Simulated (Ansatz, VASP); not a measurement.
## Y in VASP and in Ansatz

File INCAR:

```
SYSTEM = Y
PREC     = Accurate       ! precision mode
ENCUT    = 520            ! plane-wave cutoff, eV
EDIFF    = 1E-7           ! SCF threshold, eV
ISMEAR   = -1             ! smearing method
SIGMA    = 0.1            ! smearing width, eV
LREAL    = .FALSE.        ! projectors in reciprocal space
LASPH    = .TRUE.         ! aspherical terms in the spheres
NELM     = 60             ! most SCF steps
ALGO     = Normal         ! electronic algorithm
ISIF     = 2              ! what is computed and relaxed
LWAVE    = .FALSE.        ! write WAVECAR
LCHARG   = .TRUE.         ! write CHGCAR
GGA      = RE             ! functional
LELF     = .TRUE.         ! ELF
LVHAR    = .TRUE.       
NBANDS   = 12             ! bands
```

File KPOINTS:

```
Automatic mesh
0
G
  11 11 11
  0 0 0
```

Contents of POSCAR:

```
Y
1.0
    3.2195832816      0.0000000000      0.0000000000
    0.0000000000      3.2195832816      0.0000000000
    0.0000000000      0.0000000000      3.2195832816
Y
1
Direct
    0.0000000000      0.0000000000      0.0000000000
```

Input for Ansatz:

```yaml
crystal:
  lattice:
    - [3.2195832816, 0.0, 0.0]
    - [0.0, 3.2195832816, 0.0]
    - [0.0, 0.0, 3.2195832816]
  atoms:
    - { symbol: "Y", position: [0.0, 0.0, 0.0] }
hamiltonian:
  xc: revpbe
  pseudopotentials:
    kind: paw
    azcp:
      "Y": "pseudopotentials/Y.paw.azcp"
basis:
  ecutwfc: 420
  fft_grid_basis: typed
kpoints:
  mp_grid: { grid: [11, 11, 11], shift: [0, 0, 0] }
magnetization:
  spin_polarized: false
scf:
  occupations: { method: fermi_dirac, width: 0.1 }
  lower_state_search: "off"
output:
  stress: true
  write_density: true
  write_potential: true
  elf: true
  volumetric_format: npy
```

Alike in both runs: task single point; functional revPBE; k mesh 11 × 11 × 11; occupations fermi-dirac, width 0.1 eV; no spin polarisation.

|  | VASP | Ansatz |
| --- | --- | --- |
| version | VASP 6.6.1 | Ansatz 0.2.0 |
| potentials or method | VASP PAW PBE potentials, release 64 (Y_sv) | plane waves (420 eV) with PAW, scalar-relativistic |
| plane-wave cutoff (eV) | 520 | 420 |
| valence electrons in the cell | 11 | 11 |

```csv
,VASP,Ansatz,Ansatz less VASP
pressure (GPa),2.2,2.3,+0.04
```

With one functional, cell and mesh, what is left measures potentials, basis and numerics.

Caveats: the PAW data sets were made with another functional, which shifts forces and pressure a little (VASP).
